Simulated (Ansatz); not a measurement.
# C3H6O (singlet): B2PLYP, PBE-QIDH, RPA-PBE over a series of basis sets

An exercise on one series of results from a longer session: the logs are not shown, and one member is left open.

Method: all electrons in the functionals, frozen cores in the correlation of double hybrids and RPA; program: Ansatz 0.2.0, Gaussian basis.

Plan: B2PLYP, PBE-QIDH, RPA-PBE, at STO-3G; 6-31G; 6-31G*; cc-pVDZ; cc-pVTZ; cc-pVQZ (not every functional at every point).

22 further runs of the same task are left out: 2 that didn't finish, 20 set aside as unsound or not needed.

## What is computed

The geometry is an MP2(full)/6-31G* stationary point (not a proven minimum).

10 atoms, charge 0, spin multiplicity 1.

Atoms are counted from 1 here; the program's logs count them from 0.

Bond lengths: O1–C2 1.227 Å, C2–C3 1.512 Å, C2–C4 1.512 Å, C3–H5 1.090 Å, C3–H7 1.094 Å, C3–H8 1.094 Å, C4–H6 1.090 Å, C4–H9 1.094 Å, C4–H10 1.094 Å. Angles: O1–C2–C3 121.7°, O1–C2–C4 121.7°, C3–C2–C4 116.5°, C2–C3–H5 109.5°, C2–C3–H7 110.3°, C2–C3–H8 110.3°, H5–C3–H7 109.8°, H5–C3–H8 109.8°, H7–C3–H8 107.2°, C2–C4–H6 109.5°, C2–C4–H9 110.3°, C2–C4–H10 110.3°, H6–C4–H9 109.8°, H6–C4–H10 109.8°, H9–C4–H10 107.2°.

Geometry (Å):

```mol
C3H6O
  3D, bonds by distance, orders not assigned

 10  9  0  0  0  0  0  0  0  0999 V2000
    0.0000    0.0000    1.3217 O   0  0
    0.0000    0.0000    0.0952 C   0  0
    0.0000    1.2855   -0.7002 C   0  0
    0.0000   -1.2855   -0.7002 C   0  0
    0.0000    2.1349   -0.0173 H   0  0
    0.0000   -2.1349   -0.0173 H   0  0
   -0.8811    1.3315   -1.3479 H   0  0
    0.8811    1.3315   -1.3479 H   0  0
    0.8811   -1.3315   -1.3479 H   0  0
   -0.8811   -1.3315   -1.3479 H   0  0
  1  2  8  0
  2  3  8  0
  2  4  8  0
  3  5  8  0
  3  7  8  0
  3  8  8  0
  4  6  8  0
  4  9  8  0
  4 10  8  0
M  END
```

No dispersion term is added.

The first run:

The input, in.yaml:

```yaml
crystal:
  periodic: [false, false, false]
  atoms:
    - {symbol: O, position_ang: [0.000000, 0.000000, 1.321709]}
    - {symbol: C, position_ang: [0.000000, 0.000000, 0.095178]}
    - {symbol: C, position_ang: [0.000000, 1.285490, -0.700224]}
    - {symbol: C, position_ang: [0.000000, -1.285490, -0.700224]}
    - {symbol: H, position_ang: [0.000000, 2.134917, -0.017347]}
    - {symbol: H, position_ang: [0.000000, -2.134917, -0.017347]}
    - {symbol: H, position_ang: [-0.881086, 1.331548, -1.347895]}
    - {symbol: H, position_ang: [0.881086, 1.331548, -1.347895]}
    - {symbol: H, position_ang: [0.881086, -1.331548, -1.347895]}
    - {symbol: H, position_ang: [-0.881086, -1.331548, -1.347895]}
basis:
  gaussian: {orbitals: STO-3G}
magnetization: {spin_polarized: true, initial_magnetization: 0}
hamiltonian: {xc: {name: B2PLYP}}
correlation: {electrons: outside_noble_gas}
```

On the command line:

```
$ ansatz run in.yaml --threads 1 --pin off --events-out ev --progress --plain --max-ram 4096MiB --backend cpu
```

Among the steps run: B2PLYP, STO-3G; B2PLYP, 6-31G; B2PLYP, 6-31G*; B2PLYP, cc-pVDZ; B2PLYP, cc-pVTZ; B2PLYP, cc-pVQZ; PBE-QIDH, cc-pVTZ; PBE-QIDH, cc-pVQZ; RPA-PBE, STO-3G; RPA-PBE, 6-31G; RPA-PBE, 6-31G*; RPA-PBE, cc-pVDZ; RPA-PBE, cc-pVTZ; RPA-PBE, cc-pVQZ.

One table of the session follows, with a row left open; its other results are not shown here.

It belongs to the step «The comparison». Atomisation energies, with free atoms from separate runs at the same level and basis (eV); wave-function rows come from earlier runs:

```
   level   6-31G  cc-pVDZ  cc-pVTZ  cc-pVQZ
  B2PLYP  39.549   41.083   42.084   42.304
PBE-QIDH                    42.211   42.461
 RPA-PBE  34.649   37.977   39.647   40.118
     RHF  29.151   30.705   31.206   31.265
     UHF  29.151   30.705   31.206   31.265
RCCSD(T)       ?        ?        ?        ?
```

**Question.** Estimate the row for RCCSD(T).

The run gave: 6-31G: 36.528; cc-pVDZ: 39.468; cc-pVTZ: 41.395; cc-pVQZ: 41.968.

Caveats from the session: Core correlation, relativity and spin-orbit terms are not in the calculated values.
